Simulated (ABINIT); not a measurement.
## AlPt: phonons at a zone-boundary q with LDA

The system is AlPt.

```
Pt Al
1.0
     3.09155    0.00000    0.00000
     0.00000    3.09155    0.00000
     0.00000    0.00000    3.09155
Pt Al
1 1
Direct
  0.50000 0.50000 0.50000
  0.00000 0.00000 0.00000
```

Measurements of this composition are mostly on another form, of space group No. 198.

- Program: ABINIT 10.8.3 (patched build)
- Task: phonons at a zone-boundary q
- Functional: LDA
- Potentials or basis: JTH PAW LDA v2.0
- Cutoff: 327 eV
- k mesh: 10 × 10 × 10
- Occupations: gaussian, width 0.2 eV
- Spin: no spin polarisation
- Stop of the response cycle (tolvrs): 1e-08
- q points: ["X"]
- q points (reduced): [[0.0, 0.5, 0.0]]
- Fine-grid cutoff: 653.073 eV

```
Band gap on the k mesh                      : none (metal or under the smearing width)
Highest phonon frequency at the q point run : 334 cm⁻¹
```

Phonon frequencies in cm⁻¹ (negative: imaginary):
| q point | frequencies |
| --- | --- |
| (0.000, 0.500, 0.000) | 54 54 114 222 222 334 |

Run time: 4.1 min on 1 thread of Intel(R) Xeon(R) 6975P-C (Granite Rapids), on a shared host, peak memory 0.58 GiB.

 Spin-orbit coupling is left out, which matters for the levels of Pt.
